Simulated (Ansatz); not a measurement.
# BaF2: the band gap up the ladder of functionals

One table from this session's results is given with a row withheld; the runs are named, their logs left out.

Code: Ansatz 0.2.0. PAW datasets, plane waves. Spin-unpolarised throughout. Whether this structure exists isn't addressed.

## Starting point

The cell was relaxed beforehand with r2SCAN.

It is cubic, Fm-3m (No. 225); a = 6.194 Å in the conventional setting, 19.81 Å³ an atom. Ba has 8 F at 2.68 Å; F has 4 Ba at 2.68 Å.

Structure file:

```
CELL_PARAMETERS angstrom
0.00000 3.09716 3.09716
3.09716 0.00000 3.09716
3.09716 3.09716 0.00000
ATOMIC_POSITIONS crystal
Ba 0.00000 0.00000 0.00000
F 0.75000 0.75000 0.75000
F 0.25000 0.25000 0.25000
```

The first run:

input.yaml reads:

```yaml
crystal:
  lattice:
    - [0.0, 3.0971615099, 3.0971615099]
    - [3.0971615099, 0.0, 3.0971615099]
    - [3.0971615099, 3.0971615099, 0.0]
  atoms:
    - { symbol: Ba, position: [0.0, 0.0, 0.0] }
    - { symbol: F, position: [0.75, 0.75, 0.75] }
    - { symbol: F, position: [0.25, 0.25, 0.25] }
kpoints:
  mp_grid: { grid: [8, 8, 8] }
  band_path:
    path:
      - [[0.0, 0.0, 0.0], [0.5, 1.619468933035e-35, 0.5], [0.625, 0.25, 0.625]]
      - [[0.375, 0.375, 0.75], [0.0, 0.0, 0.0], [0.5, 0.5, 0.5], [0.5, 0.25, 0.75], [0.5, 1.619468933035e-35, 0.5]]
    npoints: 10
hamiltonian:
  xc: pbe
scf:
  occupations: { method: fermi_dirac, width: 0.02 }
  n_extra_bands: 4
output:
  forces: true
  stress: true
  eigenvalues: true
  write_density: true
  write_potential: true
  elf: true
  volumetric_format: npy
```

Command:

```sh
> ansatz run input.yaml --threads 2 --pin off --max-ram 20275MiB --backend cpu --events-out ev --progress --plain --runs-dir out
```

Among the steps run: PBE bands along the symmetry lines; r2SCAN at the same geometry; HSE06 at the same geometry; PBE+SOC at the same geometry; Quasiparticle levels, G0W0@PBE; Single point with PBE0.

One table of the session follows, with a row left open; its other results are not shown here.

| level | gap (eV) |
| --- | --- |
| PBE | 6.84 |
| r2SCAN | 7.41 |
| HSE06 | 8.76 |
| PBE+SOC | 6.83 |
| G0W0@PBE (177 empty bands) | 9.47 |
| PBE0 | ? |

Estimate the missing values for PBE0.

**Answer.** gap (eV): 9.53. In the column «gap (eV)» it is the highest.

Meshes: PBE 8×8×8, r2SCAN 8×8×8, HSE06 6×6×6, PBE+SOC 8×8×8, PBE0 6×6×6

What this shows: The gap runs from 6.83 eV (PBE+SOC) to 9.53 eV (PBE0). PBE reaches 72 % of the G0W0@PBE value, and r2SCAN 78 %. PBE0 lies 0.77 eV above HSE06, which differs from it by screening the long-range exchange. G0W0 here is at a finite number of bands, screening cutoff and k mesh, not at the basis limit.

Caveats from the session: Warnings in the runs' records: stress exchange threshold loose, stress scf threshold loose.
